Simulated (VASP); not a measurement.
Here is a VASP 6.6.1 calculation.

Contents of INCAR:

```
SYSTEM = Sb
PREC = Accurate
ENCUT = 520
EDIFF = 1E-7
ISMEAR = 0
SIGMA = 0.05
LREAL = .FALSE.
LASPH = .TRUE.
NELM = 80
ALGO = Normal
ISIF = 2
LWAVE = .FALSE.
LCHARG = .TRUE.
LDIPOL = .TRUE.
IDIPOL = 3
DIPOL = 0.5 0.5 0.287
GGA = PE
LELF = .TRUE.
LVHAR = .TRUE.
LVACPOTAV = .TRUE.
```

Contents of KPOINTS:

```
Automatic mesh
0
G
  9 9 1
  0 0 0
```

POSCAR

```
Sb
1.0
    3.1333400000      0.0000000000      0.0000000000
    0.0000000000      3.1333400000      0.0000000000
    0.0000000000      0.0000000000     31.3600000000
Sb
2
Direct
    0.0000000000      0.0000000000      0.2420100000
    0.0000000000      0.0000000000      0.3319700000
```

Potentials or basis: VASP PAW PBE potentials, release 64 (Sb).

The run is started by

```console
$ cat potpaw_PBE.64/Sb/POTCAR > POTCAR
$ mpirun -np 1 vasp_std > vasp.out
```

(1) Predict the work function of the upper face.

(2) Estimate the work function of the lower face.

(3) Estimate the band gap on the k mesh.

(4) Estimate the largest force.

Answers

(1) 3.68 eV.

(2) 3.68 eV.

(3) none (metal or under the smearing width).

(4) 0.117 eV/Å.
